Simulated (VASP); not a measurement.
A run of VASP 6.6.1 is set up as follows.

Contents of POSCAR:

```
SnTe
1.0
    0.0000000000      3.1195685553      3.1195685553
    3.1195685553      0.0000000000      3.1195685553
    3.1195685553      3.1195685553      0.0000000000
  Sn              Te
     1     1
Direct
     0.0000000000000000    0.0000000000000000    0.0000000000000000
     0.5000000000000000    0.5000000000000000    0.5000000000000000
```

File INCAR.step1:

```
SYSTEM = SnTe
  PREC = Accurate
  ENCUT = 600
  EDIFF = 1E-8
  ISMEAR = 0
  SIGMA = 0.03
  LREAL = .False.
  LASPH = .True.
  NELM = 80
  ALGO = Normal
  ISIF = 3
  LWAVE = .False.
  LCHARG = .False.
  GGA = CA
  IBRION = 2
  NSW = 40
  EDIFFG = -0.002
```

INCAR.step2

```
SYSTEM = SnTe
  PREC = Accurate
  ENCUT = 600
  EDIFF = 1E-8
  ISMEAR = 0
  SIGMA = 0.03
  LREAL = .False.
  LASPH = .True.
  NELM = 80
  ALGO = Normal
  ISIF = 2
  LWAVE = .False.
  LCHARG = .False.
  GGA = CA
  IBRION = 6
  NFREE = 2
  POTIM = 0.015
  NSW = 1
```

KPOINTS

```
Automatic mesh
0
Gamma
  10 10 10
  0 0 0
```

Potentials or basis: VASP PAW LDA potentials, release 64 (Sn_d, Te).

Command:

```sh
$ cat potpaw_LDA.64/Sn_d/POTCAR potpaw_LDA.64/Te/POTCAR > POTCAR
$ cp INCAR.step1 INCAR
$ mpirun -np 1 vasp_std > vasp.out
$ cp CONTCAR POSCAR
$ cp INCAR.step2 INCAR
$ mpirun -np 1 vasp_std > vasp.out
```

Question: What does it give for the highest phonon frequency at Γ, LO-TO splitting left out?

Answer: 27 cm⁻¹.

Phonon frequencies in cm⁻¹ (negative: imaginary):
```csv
q point,frequencies
"(0.000, 0.000, 0.000)",0 0 0 27 27 27
```

The run has no spin-orbit coupling, so splittings on Te are missing.
